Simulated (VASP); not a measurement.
# TaC (Fm-3m) in VASP: notebook, part 2 of 2

VASP 6.6.1.

**4. Relaxation of the atoms, PBE (a relaxed cell with its volume scaled by 0.98)**

The input, INCAR:

```
ALGO     = Normal         # electronic algorithm
EDIFF    = 1E-7           # SCF threshold, eV
EDIFFG   = -0.01          # ionic threshold
ENCUT    = 300            # plane-wave cutoff, eV
GGA      = PE             # functional
IBRION   = 2              # ionic algorithm
ISIF     = 2              # what is computed and relaxed
ISMEAR   = 1              # smearing method
LASPH    = True           # aspherical terms in the spheres
LCHARG   = False          # write CHGCAR
LREAL    = False          # projectors in reciprocal space
LWAVE    = False          # write WAVECAR
NELM     = 80             # most SCF steps
NSW      = 40             # ionic steps
PREC     = Accurate       # precision mode
SIGMA    = 0.1            # smearing width, eV
```

The input, KPOINTS:

```
k-points
0
Gamma
  7 7 7
```

The input, POSCAR:

```
TaC                                     
1.0
    0.0000000000      2.2217826703      2.2217826703
    2.2217826703      0.0000000000      2.2217826703
    2.2217826703      2.2217826703      0.0000000000
  Ta              C             
     1     1
Direct
     0.0000000000000000    0.0000000000000000    0.0000000000000000
     0.5000000000000000    0.5000000000000000    0.5000000000000000
```

Potentials or basis: VASP PAW PBE potentials, release 64 (Ta_pv, C_s).

On the command line:

```sh
$ cat potpaw_PBE.64/Ta_pv/POTCAR potpaw_PBE.64/C_s/POTCAR > POTCAR
$ mpirun -np 1 vasp_std > vasp.out
```

OUTCAR:

```text
EDIFF = 1E-7
   EDIFFG = -0.01
   ENCUT = 300
   GGA = PE
   IBRION = 2
   ISIF = 2
   ISMEAR = 1
   LASPH = True
   LREAL = False
   NELM = 80
   NSW = 40
   PREC = Accurate

 ion  position               nearest neighbor table
   1  0.000  0.000  0.000-   2 2.22   2 2.22   2 2.22   2 2.22   2 2.22   2 2.22
   2  0.500  0.500  0.500-   1 2.22   1 2.22   1 2.22   1 2.22   1 2.22   1 2.22

  LATTYP: Found a face centered cubic cell.
 ALAT       =     4.4435653406

  Lattice vectors:

 A1 = (   0.0000000000,   2.2217826703,   2.2217826703)
 A2 = (   2.2217826703,   0.0000000000,   2.2217826703)
 A3 = (   2.2217826703,   2.2217826703,   0.0000000000)

Analysis of symmetry for initial positions (statically):
=====================================================================
 Subroutine PRICEL returns:
 Original cell was already a primitive cell.

 Routine SETGRP: Setting up the symmetry group for a
 face centered cubic supercell.

 Subroutine GETGRP returns: Found 48 space group operations
 (whereof 48 operations were pure point group operations)
 out of a pool of 48 trial point group operations.

The static configuration has the point symmetry O_h .

Analysis of symmetry for dynamics (positions and initial velocities):
=====================================================================
 Subroutine PRICEL returns:
 Original cell was already a primitive cell.

 Routine SETGRP: Setting up the symmetry group for a
 face centered cubic supercell.

 Subroutine GETGRP returns: Found 48 space group operations
 (whereof 48 operations were pure point group operations)
 out of a pool of 48 trial point group operations.

The dynamic configuration has the point symmetry O_h .

 Subroutine INISYM returns: Found 48 space group operations
 (whereof 48 operations are pure point group operations),
 and found     1 'primitive' translations

----------------------------------------------------------------------------------------

                                     Primitive cell

  volume of cell :      21.9349

  direct lattice vectors                    reciprocal lattice vectors
[... 117 lines left out ...]
  volume of cell :       21.93
 maximum number of plane-waves:       271
 NGX is ok and might be reduce to    18
   NGX =  9   NGY =  9   NGZ =  9

 number of electron      14.9999998 magnetization

 Free energy of the ion-electron system (eV)
  ---------------------------------------------------
  ext. energy  EPLUGINS =         0.00000000
  ---------------------------------------------------
  free energy    TOTEN  =       -22.18805491 eV

  energy without entropy =      -22.18617863  energy(sigma->0) =      -22.18742948

 E-fermi :   8.8119     XC(G=0): -13.2377

 val. band max:        8.7994393817   @ k =  -0.4286   0.2857   0.0000
 cond. band min:       9.1015329217   @ k =   0.4286   0.1429   0.0000
 fundamental gap:      0.3020935399
 Fermi energy:         8.8118733736

 k-point     1 :       0.0000    0.0000    0.0000
  band No.  band energies     occupation
      1     -26.1924      2.00000
      2     -26.1924      2.00000
      3     -26.1924      2.00000
      4      -6.0116      2.00000
      5       7.5142      2.00000
      6       7.5142      2.00000
      7       7.5142      2.00000
      8       8.3794      2.00000
      9       8.3794      2.00000
     10       8.3794      2.00000
     11       9.5281     -0.00000
[... 253 lines left out ...]
 k-point    20 :      -0.2857    0.4286    0.1429
  band No.  band energies     occupation
      1     -26.6769      2.00000
      2     -26.6436      2.00000
      3     -26.4162      2.00000
      4      -2.9233      2.00000
      5       2.8737      2.00000
      6       3.8674      2.00000
      7       4.2931      2.00000
      8       9.6471     -0.00000
      9      11.0909      0.00000
     10      12.9820      0.00000
     11      14.5108      0.00000

------------------------ aborting loop because EDIFF is reached ----------------------------------------

  FORCE on cell =-STRESS in cart. coord.  units (eV):
  Direction    XX          YY          ZZ          XY          YZ          ZX
  --------------------------------------------------------------------------------------
  -------------------------------------------------------------------------------------
  Total        0.9486741      0.9486741      0.9486741      0.0000000      0.0000000      0.0000000
  in kB       69.2935657     69.2935657     69.2935657      0.0000000      0.0000000      0.0000000
  external PRESSURE =      69.2935657 kB  Pullay stress =       0.0000000 kB

 VOLUME and BASIS-vectors are now :
 -----------------------------------------------------------------------------
  energy-cutoff  :      300.00
  volume of cell :       21.93
      direct lattice vectors                 reciprocal lattice vectors
     0.000000000  2.221782670  2.221782670    -0.225044513  0.225044513  0.225044513
     2.221782670  0.000000000  2.221782670     0.225044513 -0.225044513  0.225044513
     2.221782670  2.221782670  0.000000000     0.225044513  0.225044513 -0.225044513

 POSITION                                       TOTAL-FORCE (eV/Angst)
 -----------------------------------------------------------------------------------
      0.00000      0.00000      0.00000        -0.000000     -0.000000      0.000000
      2.22178      2.22178      2.22178         0.000000      0.000000     -0.000000
 -----------------------------------------------------------------------------------
    total drift:                               -0.000000      0.000000      0.000000

  FREE ENERGIE OF THE ION-ELECTRON SYSTEM (eV)
  ---------------------------------------------------
  free  energy   TOTEN  =       -22.1880549058 eV

  energy  without entropy=      -22.1861786339  energy(sigma->0) =      -22.18742948

 reached required accuracy - stopping structural energy minimisation
```

OSZICAR:

```text
N       E                     dE             d eps       ncg     rms          rms(c)
DAV:   1     0.591931646233E+02    0.59193E+02   -0.60351E+03   440   0.895E+02
DAV:   2    -0.229331381686E+02   -0.82126E+02   -0.78701E+02   500   0.310E+02
DAV:   3    -0.255963930561E+02   -0.26633E+01   -0.26026E+01   601   0.455E+01
DAV:   4    -0.256526835275E+02   -0.56290E-01   -0.51227E-01   557   0.563E+00
DAV:   5    -0.256546575939E+02   -0.19741E-02   -0.19489E-02   571   0.673E-01    0.263E+01
DAV:   6    -0.222689027274E+02    0.33858E+01   -0.15855E+01   644   0.405E+01    0.131E+01
DAV:   7    -0.222152420368E+02    0.53661E-01   -0.26499E-01   511   0.539E+00    0.747E+00
DAV:   8    -0.221894901657E+02    0.25752E-01   -0.61776E-02   554   0.303E+00    0.560E-01
DAV:   9    -0.221881450230E+02    0.13451E-02   -0.85272E-03   655   0.825E-01    0.166E-01
DAV:  10    -0.221880831019E+02    0.61921E-04   -0.10445E-03   631   0.408E-01    0.532E-02
DAV:  11    -0.221880559790E+02    0.27123E-04   -0.10025E-04   652   0.108E-01    0.180E-02
DAV:  12    -0.221880550415E+02    0.93755E-06   -0.23333E-06   516   0.164E-02    0.103E-03
DAV:  13    -0.221880549224E+02    0.11906E-06   -0.62836E-08   315   0.252E-03    0.913E-04
DAV:  14    -0.221880549058E+02    0.16683E-07   -0.12995E-08   241   0.192E-03
   1 F= -.22188055E+02 E0= -.22187429E+02  d E =-.221881E+02
```

CONTCAR:

```text
TaC
   1.00000000000000
     0.0000000000000000    2.2217826703000001    2.2217826703000001
     2.2217826703000001    0.0000000000000000    2.2217826703000001
     2.2217826703000001    2.2217826703000001    0.0000000000000000
  Ta              C
     1     1
Direct
     0.0000000000000000    0.0000000000000000    0.0000000000000000
     0.5000000000000000    0.5000000000000000    0.5000000000000000

  0.00000000E+00  0.00000000E+00  0.00000000E+00
  0.00000000E+00  0.00000000E+00  0.00000000E+00
```

Run time: 5.5 s. Hardware: 1 thread of Intel Xeon Platinum 8259CL at 2.50GHz (Skylake/Cascade Lake), shared host; peak memory 0.11 GiB.

Results:

```
Free energy            : -22.1881 eV
Band gap on the k mesh : none (metal or under the smearing width)
```

Final structure:
```
Ta C
1.0
     0.00000    2.22178    2.22178
     2.22178    0.00000    2.22178
     2.22178    2.22178    0.00000
Ta C
1 1
Cartesian
  0.0000 0.0000 0.0000
  2.2218 2.2218 2.2218
```

Levels at points of the mesh, in eV from the Fermi level:
```
           k point  band 6  band 7  band 8  band 9  band 10  band 11
(0.00, 0.00, 0.00)   -1.30   -1.30   -0.43   -0.43    -0.43     0.72
```

Caveat: the cutoff is under 1.25 times the usual one of these potentials, so pressure, stress and relaxed cells hold a basis-set (Pulay) error; the relaxation stopped at its first step, so nothing moved.

**5. Relaxation of the atoms, PBE**

INCAR is that of step 4.

KPOINTS is that of step 4.

The input, POSCAR:

```
TaC                                     
1.0
    0.0000000000      2.2367951708      2.2367951708
    2.2367951708      0.0000000000      2.2367951708
    2.2367951708      2.2367951708      0.0000000000
  Ta              C             
     1     1
Direct
     0.0000000000000000    0.0000000000000000    0.0000000000000000
     0.5000000000000000    0.5000000000000000    0.5000000000000000
```

On the command line:

```sh
$ cat potpaw_PBE.64/Ta_pv/POTCAR potpaw_PBE.64/C_s/POTCAR > POTCAR
$ mpirun -np 1 vasp_std > vasp.out
```

Wall time 5.3 s (1 thread of Intel Xeon Platinum 8259CL at 2.50GHz (Skylake/Cascade Lake), shared host); peak memory 0.11 GiB.

It converged, with:

```
Free energy            : -22.2005 eV
Band gap on the k mesh : none (metal or under the smearing width)
```

Final structure:
```xyz
2
Lattice="0.0000 2.2368 2.2368 2.2368 0.0000 2.2368 2.2368 2.2368 0.0000" Properties=species:S:1:pos:R:3 pbc="T T T"
Ta    0.0000    0.0000    0.0000
C     2.2368    2.2368    2.2368
```

Levels at points of the mesh, in eV from the Fermi level:
```tsv
k point	band 6	band 7	band 8	band 9	band 10	band 11
(0.00, 0.00, 0.00)	-1.26	-1.26	-0.42	-0.42	-0.42	0.69
```

Caveat: the cutoff is under 1.25 times the usual one of these potentials, so pressure, stress and relaxed cells hold a basis-set (Pulay) error; the relaxation stopped at its first step, so nothing moved. Spin-orbit coupling is left out, which matters for the levels of Ta.

**6. Overview**

```csv
cell,gap on the mesh (eV)
atoms relaxed from: a relaxed cell with its volume scaled by 0.94,none
atoms relaxed from: a relaxed cell with its volume scaled by 0.96,none
atoms relaxed from: a relaxed cell with its volume scaled by 0.98,none
atoms relaxed,none
```

Alike in all rows: task relaxation of the atoms; level PBE; potentials or basis VASP PAW PBE potentials, release 64 (Ta_pv, C_s); no spin polarisation; k mesh 7 × 7 × 7; cutoff (eV) 300; smearing methfessel-paxton 0.1 eV.

Caveats: the cutoff is under 1.25 times the usual one of these potentials, so pressure, stress and relaxed cells hold a basis-set (Pulay) error; the relaxation stopped at its first step, so nothing moved.

Total energies depend on the potentials used, so only differences within one code and one set of settings carry meaning.
